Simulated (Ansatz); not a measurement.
# Os(0001) with 2 layers of random Os-Pt, 2x2: scattering by chemical disorder

Aim: the residual resistivity of a random alloy, from Os(0001) with 2 layers of random Os-Pt, 2x2 and longer regions.

Program: Ansatz 0.2.0. Level of theory: Ansatz plane-wave DFT, PBE, PAW files; ballistic transport by layer matching (Landauer), zero bias; PAW set soft_1. Results are calculated unless marked as measured.

### Step 1. Set-up

The cell holds 48 atoms: 47 Os and 1 Pt. Its edges and angles: a = 5.468 Å, b = 5.468 Å, c = 25.918 Å, α = 90.0°, β = 90.0°, γ = 120.0°. It derives from Os. Regions: lead, 40 atoms (40 Os); scattering region, 8 atoms (7 Os and 1 Pt). The structure is stacked along c, and the current runs across the ab planes.

### Step 2. With 2 alloy layers

In 2 layers a share of 0.125 of the sites is given to Pt at random. The layers about the cell's end stay perfect and serve as the lead. Energies from -0.05 to 0.05 eV in steps of 0.05 eV are too few for the program's thermal sum, so it prints no conductance; for a metal the transmission near the Fermi level serves, at a fraction of the cost.

input.yaml reads:

```yaml
crystal:
  lattice:
    - [5.4682, 0.0, 0.0]
    - [-2.7341, 4.735600113, 0.0]
    - [0.0, 0.0, 25.9182]
  atoms:
    - { symbol: Os, position: [0.1666666667, 0.3333333333, 0.0416666667] }
    - { symbol: Os, position: [0.1666666667, 0.8333333333, 0.0416666667] }
    - { symbol: Os, position: [0.6666666667, 0.3333333333, 0.0416666667] }
    - { symbol: Os, position: [0.6666666667, 0.8333333333, 0.0416666667] }
    - { symbol: Os, position: [0.3333333333, 0.1666666667, 0.125] }
    - { symbol: Os, position: [0.3333333333, 0.6666666667, 0.125] }
    - { symbol: Os, position: [0.8333333333, 0.1666666667, 0.125] }
    - { symbol: Os, position: [0.8333333333, 0.6666666667, 0.125] }
    - { symbol: Os, position: [0.1666666667, 0.3333333333, 0.2083333333] }
    - { symbol: Os, position: [0.1666666667, 0.8333333333, 0.2083333333] }
    - { symbol: Os, position: [0.6666666667, 0.3333333333, 0.2083333333] }
    - { symbol: Os, position: [0.6666666667, 0.8333333333, 0.2083333333] }
    - { symbol: Os, position: [0.3333333333, 0.1666666667, 0.2916666667] }
    - { symbol: Os, position: [0.3333333333, 0.6666666667, 0.2916666667] }
    - { symbol: Os, position: [0.8333333333, 0.1666666667, 0.2916666667] }
    - { symbol: Os, position: [0.8333333333, 0.6666666667, 0.2916666667] }
    - { symbol: Os, position: [0.1666666667, 0.3333333333, 0.375] }
    - { symbol: Os, position: [0.1666666667, 0.8333333333, 0.375] }
    - { symbol: Os, position: [0.6666666667, 0.3333333333, 0.375] }
    - { symbol: Os, position: [0.6666666667, 0.8333333333, 0.375] }
    - { symbol: Os, position: [0.3333333333, 0.1666666667, 0.4583333333] }
    - { symbol: Os, position: [0.3333333333, 0.6666666667, 0.4583333333] }
    - { symbol: Os, position: [0.8333333333, 0.1666666667, 0.4583333333] }
    - { symbol: Os, position: [0.8333333333, 0.6666666667, 0.4583333333] }
    - { symbol: Os, position: [0.1666666667, 0.3333333333, 0.5416666667] }
    - { symbol: Os, position: [0.1666666667, 0.8333333333, 0.5416666667] }
    - { symbol: Pt, position: [0.6666666667, 0.3333333333, 0.5416666667] }
    - { symbol: Os, position: [0.6666666667, 0.8333333333, 0.5416666667] }
    - { symbol: Os, position: [0.3333333333, 0.1666666667, 0.625] }
    - { symbol: Os, position: [0.3333333333, 0.6666666667, 0.625] }
    - { symbol: Os, position: [0.8333333333, 0.1666666667, 0.625] }
    - { symbol: Os, position: [0.8333333333, 0.6666666667, 0.625] }
    - { symbol: Os, position: [0.1666666667, 0.3333333333, 0.7083333333] }
    - { symbol: Os, position: [0.1666666667, 0.8333333333, 0.7083333333] }
    - { symbol: Os, position: [0.6666666667, 0.3333333333, 0.7083333333] }
    - { symbol: Os, position: [0.6666666667, 0.8333333333, 0.7083333333] }
    - { symbol: Os, position: [0.3333333333, 0.1666666667, 0.7916666667] }
    - { symbol: Os, position: [0.3333333333, 0.6666666667, 0.7916666667] }
    - { symbol: Os, position: [0.8333333333, 0.1666666667, 0.7916666667] }
    - { symbol: Os, position: [0.8333333333, 0.6666666667, 0.7916666667] }
    - { symbol: Os, position: [0.1666666667, 0.3333333333, 0.875] }
    - { symbol: Os, position: [0.1666666667, 0.8333333333, 0.875] }
    - { symbol: Os, position: [0.6666666667, 0.3333333333, 0.875] }
    - { symbol: Os, position: [0.6666666667, 0.8333333333, 0.875] }
    - { symbol: Os, position: [0.3333333333, 0.1666666667, 0.9583333333] }
    - { symbol: Os, position: [0.3333333333, 0.6666666667, 0.9583333333] }
    - { symbol: Os, position: [0.8333333333, 0.1666666667, 0.9583333333] }
    - { symbol: Os, position: [0.8333333333, 0.6666666667, 0.9583333333] }
kpoints:
  mp_grid: { grid: [5, 5, 1] }
hamiltonian:
  xc: pbe
  pseudopotentials: { kind: paw, azcp: { folder: soft_1 } }
scf:
  occupations: { method: fermi_dirac, width: 0.1 }
output:
  transmission:
    leads: [[0, 8]]
    kmesh: [10, 10]
    e_range: [-0.05, 0.05]
    de: 0.05
  write_potential: true
  write_density: true
  volumetric_format: npy
```

Command:

```bash
ansatz run input.yaml --threads 4 --pin off --max-ram 15360MiB --backend cpu --events-out ev --progress --plain --runs-dir out
```

Numbers of over 12 decimals in the logs are rounded to 6 here.

The program printed:

```text
Engine: ansatz 0.2.0, x86_64-unknown-linux-gnu
Pseudopotentials: kind: paw
Pseudopotential: Os, paw, valence charge 16, recommended cutoff 420 eV (normal), soft_1/Os.paw.azcp
Pseudopotential: Pt, paw, valence charge 18, recommended cutoff 420 eV (normal), soft_1/Pt.paw.azcp
Functional definition: PBE
  parameter kappa = 0.804
  parameter beta = 0.066725
  exchange = pbe_x(kappa = kappa, mu = beta*pi^2/3)
  correlation = pbe_c(beta = beta)
Crystal: 48 atoms, lattice volume = 671.157 Å³
Basis set: ecut = 420 eV, 13017 PW (Γ)
Bands: 462, of which v1, the nominal top of the filled ones, is band 385 counted from 1 (384 counted from 0)
Symmetry: 12 space group operations
Space group: P-6m2 (ITA 187), of the structure as read, at distance tolerance 8.8e-5 Å
k-points: 5 of 25 (time reversal used)
Non-local potential: Os, projectors of the file, l = 0: 3, l = 1: 2, l = 2: 2, l = 3: 1
Non-local potential: Pt, projectors of the file, l = 0: 3, l = 1: 2, l = 2: 2, l = 3: 1
PAW form: soft (Blöchl's): semilocal exchange-correlation on the pseudo side does not see the compensation charge
PAW one-centre angular grid: Os, 590 points (default); XC on 64 Gauss nodes
PAW one-centre angular grid: Pt, 590 points (default); XC on 64 Gauss nodes
Initial density: superposition of atomic densities (chi_scale 0.1, normalization cell, long waves kept (reshape's long-wave potential 0.44 eV rms))
Initial wavefunctions: pseudopotential atomic-orbital guess
Functional: x = pbe(κ = 0.804, μ = 0.219515), c = pbe(β = 0.066725)
SCF iter   1: F=—  HF=-547679.171626 eV  |F-HF|=—  |Δ(HF+E_count)|=         —  Δρ=8.89e-2  dr2=8.22e2  ethr=3.10e-3  ⟨swp⟩=5.4  Hψ=7488  notcnv=0  defer=9
preconditioner: auto → Kerker (q_TF=auto, 2.791 Å⁻¹)  [metal: Δε(μ)=0.064 eV  Ē_g=6.299 eV  σ=0.100 eV  W_gap=0.16  n_scr=268 (ndim 8)  ℏωp=28.2 eV  f_vac=0.000  D(μ)=32.17/eV (n_scr^D=306)]
SCF iter   2: F=—  HF=-547667.926747 eV  |F-HF|=—  |Δ(HF+E_count)|=    1.12e1  Δρ=4.99e-2  dr2=3.77e2  ethr=3.10e-3  ⟨swp⟩=2.0  Hψ=4679  notcnv=0  defer=51
SCF iter   3: F=—  HF=-547662.423339 eV  |F-HF|=—  |Δ(HF+E_count)|=    5.50e0  Δρ=9.54e-3  dr2=6.09e0  ethr=3.10e-3  ⟨swp⟩=2.8  Hψ=4680  notcnv=0  defer=45
SCF iter   4: F=—  HF=-547662.072118 eV  |F-HF|=—  |Δ(HF+E_count)|=   3.51e-1  Δρ=2.66e-3  dr2=2.93e0  ethr=7.91e-4  ⟨swp⟩=2.4  Hψ=2887  notcnv=0  defer=34
SCF iter   5: F=—  HF=-547662.037878 eV  |F-HF|=—  |Δ(HF+E_count)|=   3.42e-2  Δρ=9.76e-4  dr2=4.88e-2  ethr=3.81e-4  ⟨swp⟩=1.0  Hψ=2276  notcnv=0  defer=34
SCF iter   6: F=—  HF=-547662.037868 eV  |F-HF|=—  |Δ(HF+E_count)|=   9.44e-6  Δρ=2.01e-4  dr2=6.46e-4  ethr=6.33e-6  ⟨swp⟩=1.0  Hψ=2276  notcnv=0  defer=34
SCF iter   7: F=—  HF=-547662.037895 eV  |F-HF|=—  |Δ(HF+E_count)|=   2.65e-5  Δρ=4.74e-5  dr2=3.44e-5  ethr=8.39e-8  ⟨swp⟩=2.4  Hψ=3943  notcnv=0  defer=34
SCF iter   8: F=—  HF=-547662.039273 eV  |F-HF|=—  |Δ(HF+E_count)|=   1.38e-3  Δρ=9.01e-6  dr2=2.52e-6  ethr=4.46e-9  ⟨swp⟩=1.6  Hψ=2485  notcnv=0  defer=34
SCF iter   9: F=—  HF=-547662.039273 eV  |F-HF|=—  |Δ(HF+E_count)|=   1.58e-7  Δρ=2.65e-6  dr2=3.89e-7  ethr=3.27e-10  ⟨swp⟩=1.6  Hψ=2280  notcnv=0  defer=34
SCF iter  10: F=-547662.039273 eV  HF=-547662.039273 eV  |F-HF|=3.03e-9  |Δ(HF+E_count)|=   2.20e-8  Δρ=5.47e-7  dr2=3.67e-9  ethr=1.30e-11  ⟨swp⟩=8.0  Hψ=5197  notcnv=0
SCF 1 converged in 10 iterations: F = -547662.039273 eV  dr2 = 3.67e-9
  greatest PAW one-centre occupation: 1.000 electrons in one spin orbital (limit 2), on the Pt atom at site 26 (counted from 0), in its partial waves of l = 0
transmission: 68 of 672 steps passed
transmission: 137 of 672 steps passed
[...]
transmission: 672 of 672 steps passed
SCF converged after 10 iterations
Free energy (F): -547662.039273 eV
Harris-Foulkes:  -547662.039273 eV  (|F-HF|=3.03e-9)
Internal energy: -547660.922557 eV  (E = F + TS)
E sigma→0 (E₀):  -547661.480915 eV
Entropy (-TS):   -1.116716 eV (-23.265 meV/atom)
Fermi energy:    26.072353 eV
--- Per-component energies (eV) ---
  E_band       = -3142.973343
  E_kinetic    = 23746.616023
  E_local      = -44203.011354  (includes V_loc(G=0)·N_el)
  E_nonlocal   = 9418.882693
  E_hartree    = 15906.965277
  E_xc         = -11239.014307
  E_vxc        = -11864.661173  (∫ρ·V_xc dr)
  E_paw        = -434701.127778  (= ΣΔE_a)
  E_vpaw       = -12054.757292  (= ΣTr[D̂ρ^β])
  E_aug_tail   = 0.021658  (compensation charges beyond the density's cutoff)
  E_ewald      = -106590.254769
  E_smearing   = -1.116716  (= −TS)
  E_closure    = 0.000000  (closes the sum)
  Σ components = -547662.039273   (vs F -547662.039273, Δ=0.00e0)
--- Band table (eV; the first three rows and the last of 5) ---
  k-point 0: bands = [... 381 lower, 26.7035, 26.7287, 26.7287, 26.7423, 26.8580, 26.8580, 26.8593, 26.8593, ... 73 higher]
  k-point 1: bands = [... 381 lower, 26.1534, 26.1728, 26.2082, 26.2096, 26.7580, 26.7767, 26.9942, 27.0006, ... 73 higher]
  k-point 2: bands = [... 381 lower, 25.7000, 25.7597, 25.8330, 25.9073, 25.9081, 25.9427, 26.1170, 26.1487, ... 73 higher]
  k-point 4: bands = [... 381 lower, 25.6067, 25.6293, 25.7097, 25.7966, 25.8127, 25.8201, 26.0697, 26.1383, ... 73 higher]
--- Transmission ---
  basis      : 223 plane waves across, 48 finite elements along
  points     : 14, standing for a mesh of 10 x 10
  energies   : 3 from -0.050000 to 0.050000 eV about the Fermi level, 0.050000 eV apart; the leads are filled to 0.000000 eV, and channels, transmission and decay are at 0.000000 eV
  crystal 0  : Os8, at the sites [0, 8], period 4.3197 Å, over 23.76 Å; its Hamiltonian steps by up to 3.1 meV
    offset         : up to 0.0000 Å between an atom of the period and one for which it stands
    channels       : 4.490000e0 a spin
    conductance    : none, the energies end too early or step too widely for 300 K: set another output.transmission.e_range or a lower de, or, where they end at an eighth of basis.ecutwfc, a higher one
  junction   : crystal 0 to crystal 0, 1.46 to 23.06 Å
    transmission   : 3.746828e0 a spin
    conductance    : none, the energies end too early or step too widely for 300 K: set another output.transmission.e_range or a lower de, or, where they end at an eighth of basis.ecutwfc, a higher one
```

It took 3.6 min on 4 threads of Intel Xeon Platinum 8259CL at 2.50GHz (Skylake/Cascade Lake), shared host; peak memory 5.8 GiB; 13 min of CPU time.

Reading the cycles: dr2 is the Hartree energy of the density residual (eV), the measure of convergence; HF is the Harris–Foulkes estimate of the energy, which meets the free energy F at convergence.

Numbers from this step:

| Item | Value |
| --- | --- |
| free energy | -547662.0393 eV |
| energy at zero smearing | -547661.4809 eV |
| Fermi energy | 26.07 eV |
| cell area | 25.90 Å² |
| transmission per spin nearest the Fermi level | 3.747 |
| open channels per spin nearest the Fermi level | 4.49 |
| step of the lead's potential | 3.1 meV |

Per spin. Table of transmission, zone mean by energy, zero at the Fermi level:

```csv
energy (eV),"transmission, zone mean"
-0.0500,4.02
0.0000,3.75
0.0500,3.73
```

Per spin. The open channels, zone mean, lead by energy, zero at the Fermi level:

```csv
energy (eV),"open channels, zone mean, lead"
-0.0500,4.74
0.0000,4.49
0.0500,4.55
```

Transmission over k1 and k2. At 0.0000 eV from the Fermi level.

Values, 10 rows by 10 columns:
```
 3.5  3.7  3.7  3.7  3.7  3.7  3.5  1.9  1.0  1.9
 2.9  3.7  4.5  4.5  4.5  4.5  3.7  2.9  1.0  1.0
 2.9  3.7  4.5  4.4  4.0  4.4  4.5  3.7  2.9  1.9
 3.5  3.7  4.5  4.0  6.7  6.7  4.0  4.5  3.7  3.5
 3.1  3.7  4.5  4.4  6.7 10.4  6.7  4.4  4.5  3.7
 3.5  3.5  3.7  4.5  4.0  6.7  6.7  4.0  4.5  3.7
 2.9  1.9  2.9  3.7  4.5  4.4  4.0  4.4  4.5  3.7
 2.9  1.0  1.0  2.9  3.7  4.5  4.5  4.5  4.5  3.7
 3.5  1.9  1.0  1.9  3.5  3.7  3.7  3.7  3.7  3.7
 3.1  3.5  2.9  2.9  3.5  3.1  3.5  2.9  2.9  3.5
```
Columns: k1 (b1) from -0.5 to 0.4; rows upwards: k2 (b2) from -0.5 to 0.4.

Open channels over k1 and k2. At 0.0000 eV from the Fermi level.

Ten even steps from '0' (2.0) to '9' (11.0):
```
2333332101
1333333100
1333333311
2333553332
2333595333
2233355333
1113333333
1001333333
2101233333
2211222112
```
Columns: k1 (b1) from -0.5 to 0.4; rows upwards: k2 (b2) from -0.5 to 0.4.

Over the solved energies the transmission per spin lies between 3.73 and 4.02, out of 4.59 channels of the lead on average (up to 4.74).

### Step 3. With 6 alloy layers

In 6 layers a share of 0.125 of the sites is given to Pt at random. A fresh draw is used; the growth of the resistance with length is what counts.

System of this step: Os(0001) with 6 layers of random Os-Pt, 2x2. The cell holds 64 atoms: 61 Os and 3 Pt. Its edges and angles: a = 5.468 Å, b = 5.468 Å, c = 34.558 Å, α = 90.0°, β = 90.0°, γ = 120.0°. It derives from Os. Regions: lead, 40 atoms (40 Os); scattering region, 24 atoms (21 Os and 3 Pt). The structure is stacked along c, and the current runs across the ab planes.

input.yaml reads:

```yaml
crystal:
  lattice:
    - [5.4682, 0.0, 0.0]
    - [-2.7341, 4.735600113, 0.0]
    - [0.0, 0.0, 34.5576]
  atoms:
    - { symbol: Os, position: [0.1666666667, 0.3333333333, 0.03125] }
    - { symbol: Os, position: [0.1666666667, 0.8333333333, 0.03125] }
    - { symbol: Os, position: [0.6666666667, 0.3333333333, 0.03125] }
    - { symbol: Os, position: [0.6666666667, 0.8333333333, 0.03125] }
    - { symbol: Os, position: [0.3333333333, 0.1666666667, 0.09375] }
    - { symbol: Os, position: [0.3333333333, 0.6666666667, 0.09375] }
    - { symbol: Os, position: [0.8333333333, 0.1666666667, 0.09375] }
    - { symbol: Os, position: [0.8333333333, 0.6666666667, 0.09375] }
    - { symbol: Os, position: [0.1666666667, 0.3333333333, 0.15625] }
    - { symbol: Os, position: [0.1666666667, 0.8333333333, 0.15625] }
    - { symbol: Os, position: [0.6666666667, 0.3333333333, 0.15625] }
    - { symbol: Os, position: [0.6666666667, 0.8333333333, 0.15625] }
    - { symbol: Os, position: [0.3333333333, 0.1666666667, 0.21875] }
    - { symbol: Os, position: [0.3333333333, 0.6666666667, 0.21875] }
    - { symbol: Os, position: [0.8333333333, 0.1666666667, 0.21875] }
    - { symbol: Os, position: [0.8333333333, 0.6666666667, 0.21875] }
    - { symbol: Os, position: [0.1666666667, 0.3333333333, 0.28125] }
    - { symbol: Os, position: [0.1666666667, 0.8333333333, 0.28125] }
    - { symbol: Os, position: [0.6666666667, 0.3333333333, 0.28125] }
    - { symbol: Os, position: [0.6666666667, 0.8333333333, 0.28125] }
    - { symbol: Os, position: [0.3333333333, 0.1666666667, 0.34375] }
    - { symbol: Pt, position: [0.3333333333, 0.6666666667, 0.34375] }
    - { symbol: Os, position: [0.8333333333, 0.1666666667, 0.34375] }
    - { symbol: Os, position: [0.8333333333, 0.6666666667, 0.34375] }
    - { symbol: Os, position: [0.1666666667, 0.3333333333, 0.40625] }
    - { symbol: Os, position: [0.1666666667, 0.8333333333, 0.40625] }
    - { symbol: Os, position: [0.6666666667, 0.3333333333, 0.40625] }
    - { symbol: Os, position: [0.6666666667, 0.8333333333, 0.40625] }
    - { symbol: Pt, position: [0.3333333333, 0.1666666667, 0.46875] }
    - { symbol: Os, position: [0.3333333333, 0.6666666667, 0.46875] }
    - { symbol: Os, position: [0.8333333333, 0.1666666667, 0.46875] }
    - { symbol: Os, position: [0.8333333333, 0.6666666667, 0.46875] }
    - { symbol: Os, position: [0.1666666667, 0.3333333333, 0.53125] }
    - { symbol: Pt, position: [0.1666666667, 0.8333333333, 0.53125] }
    - { symbol: Os, position: [0.6666666667, 0.3333333333, 0.53125] }
    - { symbol: Os, position: [0.6666666667, 0.8333333333, 0.53125] }
    - { symbol: Os, position: [0.3333333333, 0.1666666667, 0.59375] }
    - { symbol: Os, position: [0.3333333333, 0.6666666667, 0.59375] }
    - { symbol: Os, position: [0.8333333333, 0.1666666667, 0.59375] }
    - { symbol: Os, position: [0.8333333333, 0.6666666667, 0.59375] }
    - { symbol: Os, position: [0.1666666667, 0.3333333333, 0.65625] }
    - { symbol: Os, position: [0.1666666667, 0.8333333333, 0.65625] }
    - { symbol: Os, position: [0.6666666667, 0.3333333333, 0.65625] }
    - { symbol: Os, position: [0.6666666667, 0.8333333333, 0.65625] }
    - { symbol: Os, position: [0.3333333333, 0.1666666667, 0.71875] }
    - { symbol: Os, position: [0.3333333333, 0.6666666667, 0.71875] }
    - { symbol: Os, position: [0.8333333333, 0.1666666667, 0.71875] }
    - { symbol: Os, position: [0.8333333333, 0.6666666667, 0.71875] }
    - { symbol: Os, position: [0.1666666667, 0.3333333333, 0.78125] }
    - { symbol: Os, position: [0.1666666667, 0.8333333333, 0.78125] }
    - { symbol: Os, position: [0.6666666667, 0.3333333333, 0.78125] }
    - { symbol: Os, position: [0.6666666667, 0.8333333333, 0.78125] }
    - { symbol: Os, position: [0.3333333333, 0.1666666667, 0.84375] }
    - { symbol: Os, position: [0.3333333333, 0.6666666667, 0.84375] }
    - { symbol: Os, position: [0.8333333333, 0.1666666667, 0.84375] }
    - { symbol: Os, position: [0.8333333333, 0.6666666667, 0.84375] }
    - { symbol: Os, position: [0.1666666667, 0.3333333333, 0.90625] }
    - { symbol: Os, position: [0.1666666667, 0.8333333333, 0.90625] }
    - { symbol: Os, position: [0.6666666667, 0.3333333333, 0.90625] }
    - { symbol: Os, position: [0.6666666667, 0.8333333333, 0.90625] }
    - { symbol: Os, position: [0.3333333333, 0.1666666667, 0.96875] }
    - { symbol: Os, position: [0.3333333333, 0.6666666667, 0.96875] }
    - { symbol: Os, position: [0.8333333333, 0.1666666667, 0.96875] }
    - { symbol: Os, position: [0.8333333333, 0.6666666667, 0.96875] }
kpoints:
  mp_grid: { grid: [5, 5, 1] }
hamiltonian:
  xc: pbe
  pseudopotentials: { kind: paw, azcp: { folder: soft_1 } }
scf:
  occupations: { method: fermi_dirac, width: 0.1 }
output:
  transmission:
    leads: [[0, 8]]
    kmesh: [10, 10]
    e_range: [-0.05, 0.05]
    de: 0.05
  write_potential: true
  write_density: true
  volumetric_format: npy
```

The program printed:

```text
[...]
Crystal: 64 atoms, lattice volume = 894.876 Å³
Basis set: ecut = 420 eV, 17377 PW (Γ)
Bands: 618, of which v1, the nominal top of the filled ones, is band 515 counted from 1 (514 counted from 0)
Symmetry: 1 space group operations
[...]
k-points: 13 of 25 (time reversal used)
[...]
SCF iter   1: F=—  HF=-732152.549465 eV  |F-HF|=—  |Δ(HF+E_count)|=         —  Δρ=1.14e-1  dr2=4.27e3  ethr=3.10e-3  ⟨swp⟩=5.5  Hψ=26462  notcnv=0  defer=78
[...]
SCF iter  11: F=-732113.083428 eV  HF=-732113.083428 eV  |F-HF|=1.23e-8  |Δ(HF+E_count)|=   1.63e-9  Δρ=4.90e-7  dr2=1.33e-8  ethr=9.71e-12  ⟨swp⟩=8.6  Hψ=17324  notcnv=0
SCF 1 converged in 11 iterations: F = -732113.083428 eV  dr2 = 1.33e-8
[...]
transmission: 334 of 3328 steps passed
transmission: 666 of 3328 steps passed
[...]
transmission: 3328 of 3328 steps passed
SCF converged after 11 iterations
Free energy (F): -732113.083428 eV
[...]
Internal energy: -732111.568979 eV  (E = F + TS)
E sigma→0 (E₀):  -732112.326203 eV
Entropy (-TS):   -1.514450 eV (-23.663 meV/atom)
Fermi energy:    26.115071 eV
[...]
--- Band table (eV; the first three rows and the last of 13) ---
  k-point 0: bands = [... 511 lower, 26.7626, 26.7714, 26.7912, 26.8012, 26.8961, 26.9800, 27.0053, 27.0481, ... 99 higher]
  k-point 1: bands = [... 511 lower, 26.5083, 26.5613, 26.6376, 26.7153, 26.7418, 26.7575, 26.8099, 26.8392, ... 99 higher]
  k-point 2: bands = [... 511 lower, 25.8431, 25.9100, 25.9281, 25.9452, 26.0014, 26.0607, 26.0833, 26.1178, ... 99 higher]
  k-point 12: bands = [... 511 lower, 25.9496, 26.0164, 26.0639, 26.1136, 26.1908, 26.2179, 26.2506, 26.2795, ... 99 higher]
--- Transmission ---
  basis      : 223 plane waves across, 64 finite elements along
  points     : 52, standing for a mesh of 10 x 10
[...]
channels       : 4.550000e0 a spin
[...]
junction   : crystal 0 to crystal 0, -1.46 to 28.78 Å
    transmission   : 3.123114e0 a spin
[...]
```

Run time: 20 min. Hardware: 4 threads; peak memory 11 GiB; 70 min of CPU time.

This step gave:

```yaml
free_energy: -732113.0834 eV
energy_at_zero_smearing: -732112.3262 eV
fermi_energy: 26.12 eV
transmission_per_spin_nearest_the_fermi_level: 3.123
open_channels_per_spin_nearest_the_fermi_level: 4.55
step_of_the_lead_s_potential: 6.1 meV
```

Per spin. Transmission, zone mean against energy, zero at the Fermi level:

```csv
energy (eV),"transmission, zone mean"
-0.0500,3.16
0.0000,3.12
0.0500,3.11
```

Over the solved energies the transmission per spin lies between 3.11 and 3.16, out of 4.53 channels of the lead on average (up to 4.55).

(Continued in part 2 of 2.)

[Logs are printed without paths, hosts, clocks, repeated set-up lines and the standing remarks that a program may print on its own settings, such as how far it seeks lower states.]

[Hosts, paths, dates, database ids (printed as entryN), source tags and the programs' standing remarks are cut or masked in the printed files.]
